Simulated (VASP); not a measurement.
VASP inputs for MgS (rocksalt)

INCAR, step 1 (PBE orbitals to start from)

```
ENCUT = 520
EDIFF = 1E-5
LASPH = .TRUE.
SIGMA = 0.01
PREC = Accurate
NELM = 120
LWAVE = .TRUE.
GGA = PE
NBANDS = 11
ISMEAR = 0
LCHARG = .FALSE.
LREAL = .FALSE.
```

INCAR, step 2

```
IBRION = -1
LWAVE = .FALSE.
NSW = 0
GGA = PE
ENCUT = 520
NBANDS = 11
ISMEAR = 0
ISTART = 1
LCHARG = .FALSE.
EDIFF = 1E-7
ALGO = Normal
ISIF = 2
LASPH = .TRUE.
HFRCUT = -1
LREAL = .FALSE.
PREC = Accurate
AEXX = 0.25
LHFCALC = .TRUE.
SIGMA = 0.01
PRECFOCK = Fast
NELM = 120
```

KPOINTS

```
KPOINTS created by Atomic Simulation Environment
0
Gamma
6 6 6
0 0 0
```

KPOINTS_OPT

```
special points
6
Reciprocal
0.0000000000 0.0000000000 0.0000000000 1
0.5000000000 0.0000000000 0.5000000000 1
0.5000000000 0.2500000000 0.7500000000 1
0.3750000000 0.3750000000 0.7500000000 1
0.5000000000 0.5000000000 0.5000000000 1
0.6250000000 0.2500000000 0.6250000000 1
```

POSCAR

```
Mg S
 1.0000000000000000
     0.0000000000000000    2.6015179371121850    2.6015179371121850
     2.6015179371121850   -0.0000000000000000    2.6015179371121850
     2.6015179371121850    2.6015179371121850   -0.0000000000000000
 Mg  S
   1   1
Cartesian
 -0.0000000000000000 -0.0000000000000000  0.0000000000000000
  2.6015179371121850  2.6015179371121850  2.6015179371121850
```

VASP ran with the recommended PBE PAW datasets (8 valence electrons in the cell).

Task: Estimate the main results of this run.

Result: gap between bands v and c 4.48 eV; least direct gap 5.50 eV; pressure -0.7 GPa.

Band v is the last that the valence electrons fill when counted band by band, and c is the next. Levels in eV from the top of v:

```
point    v−1      v     c   c+1
    Γ   0.00   0.00  5.50  9.85
    X  -1.86  -1.86  4.48  6.06
    W  -3.57  -2.55  7.11  9.89
    K  -3.49  -1.50  5.65  8.57
    L  -0.65  -0.65  6.27  8.80
```
